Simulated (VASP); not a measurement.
Wanted: the native input for a VASP 6.6.1 run.

```yaml
Task: relaxation of cell and atoms
Functional: RPBE
Potentials_or_basis: VASP PAW PBE potentials, release 64 (Ir)
Cutoff: 600 eV
k_mesh: 16 × 16 × 16
Occupations: methfessel-paxton, width 0.1 eV
Spin: no spin polarisation
Further_INCAR_settings: ALGO = Normal; EDIFF = 1e-06; IBRION = 2; EDIFFG = -0.01; NSW = 90; ISIF = 3
```

The structure of Ir lies in POSCAR:

```
Ir
1.0
    0.0000000000      1.9156000000      1.9156000000
    1.9156000000      0.0000000000      1.9156000000
    1.9156000000      1.9156000000      0.0000000000
Ir
1
Direct
    0.0000000000      0.0000000000      0.0000000000
```

These files were run (other wordings do the same):

INCAR

```
SYSTEM = Ir
PREC = Accurate ; ENCUT = 600
EDIFF = 1E-6 ; ISMEAR = 1
SIGMA = 0.1 ; LREAL = .False.
LASPH = .True. ; NELM = 80
ALGO = Normal ; ISIF = 3
LWAVE = .False. ; LCHARG = .False.
GGA = RP ; IBRION = 2
NSW = 90 ; EDIFFG = -0.01
```

KPOINTS

```
regular mesh
0
Gamma
  16 16 16
  0 0 0
```

Potentials or basis: VASP PAW PBE potentials, release 64 (Ir).

Run with:

```bash
$ cat potpaw_PBE.64/Ir/POTCAR > POTCAR
$ mpirun -np 1 vasp_std > vasp.out
```

Results of the run:

The relaxed volume is 14.71 Å³/atom and the relaxed cell is a = 2.750 Å, b = 2.750 Å, c = 2.750 Å, α = 60.00°, β = 60.00°, γ = 60.00°. The space group after relaxing (to 0.05 Å) is Fm-3m (No. 225), the energy gained by relaxing is 31.9 meV/atom and the ionic steps are 4. The pressure after relaxing is -0.1 GPa and the band gap on the k mesh is none (metal or under the smearing width).

Caveat: the PAW data sets were made with another functional, which shifts forces and pressure a little.

It took 49 s on 1 thread of AMD EPYC 7R13 Processor (Zen 3) (shared host), peak memory 0.14 GiB.
